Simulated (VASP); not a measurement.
BN:

```
B N
1.0
     2.54169    0.00000    0.00000
    -1.27085    2.20117    0.00000
     0.00000    0.00000    4.20415
B N
2 2
Direct
  0.66667 0.33333 0.99972
  0.33333 0.66667 0.49972
  0.66667 0.33333 0.62528
  0.33333 0.66667 0.12528
```

Measurements of this composition are mostly on another form, of space group No. 194.

Program: VASP 6.6.1. Alike in all runs: task band structure; potentials or basis VASP PAW PBE potentials, release 64 (B, N); no spin polarisation; cell as given; k mesh 12 × 12 × 6; cutoff (eV) 520; smearing gaussian 0.02 eV.

Task: Order these runs on this cell by their band gap on the k mesh, lowest first.
A. level r2SCAN
B. level PBEsol
C. level TB-mBJ

Result: B (4.95 eV), A (5.70 eV), C (6.69 eV).

